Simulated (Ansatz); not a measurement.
# LiI, response to strain

Start from LiI in the rock salt structure (space group Fm-3m, No. 225).

```yaml
crystal:
  lattice:
    - [0.00000, 3.00909, 3.00909]
    - [3.00909, 0.00000, 3.00909]
    - [3.00909, 3.00909, 0.00000]
  atoms:
    - { symbol: I, position: [0.00000, 0.00000, 0.00000] }
    - { symbol: Li, position: [0.50000, 0.50000, 0.50000] }
```

Cartesian axes are those of the cell as printed.

Strains are applied to the cell and any free atomic positions relax; under biaxial strain the out-of-plane vector relaxes too; under stress the whole cell relaxes.

Level of theory: Ansatz (a first-principles code), r2SCAN, PAW, cutoff 500 eV, spin-orbit coupling left out.

Notes on the quantities. energy relative to the base: free energy F; pressure: mean of the normal stresses, compression positive.

```tsv
variant	energy relative to the base	volume per atom	pressure	gap character	band gap
base	0 meV/atom	27.25 Å³	0.01 GPa	indirect, K–Γ (79 % along) → X	5.00 eV
biaxial strain +1.13 %, plane normal [001], relaxed out of plane	+0.8 meV/atom	27.64 Å³	-0.27 GPa	indirect, Γ → M	4.95 eV
biaxial strain −3.40 %, plane normal [110], relaxed out of plane	+9.6 meV/atom	26.00 Å³	1.16 GPa	indirect, Γ → X	4.65 eV
biaxial strain +1.46 %, plane normal [111], relaxed out of plane	+1.6 meV/atom	27.84 Å³	-0.42 GPa	indirect, Γ → F	4.91 eV
isotropic strain +4.94 %	+33 meV/atom	31.49 Å³	-2.18 GPa	direct at Γ	4.57 eV
uniaxial strain ε_xx = +5.91 %	+8.3 meV/atom	28.86 Å³	-0.93 GPa	direct at Γ	4.81 eV
uniaxial strain ε_yy = −4.98 %	+9.4 meV/atom	25.89 Å³	1.33 GPa	indirect, Γ → M	4.87 eV
uniaxial strain ε_zz = −0.74 %	+0.2 meV/atom	27.04 Å³	0.17 GPa	indirect, Γ → M	4.99 eV
tensor shear ε_yz = −1.42 %	+1.1 meV/atom	27.24 Å³	0.02 GPa	indirect, Γ → X	4.89 eV
uniaxial stress, 0.5 GPa compression along z	+0.7 meV/atom	27.06 Å³	–	indirect, Γ → M	4.95 eV
```

Spin-orbit coupling, missing from the scalar runs, can matter with I. Stability under load was not tested beyond the relaxation. Labels are those of the standard path for the cell's own space group.
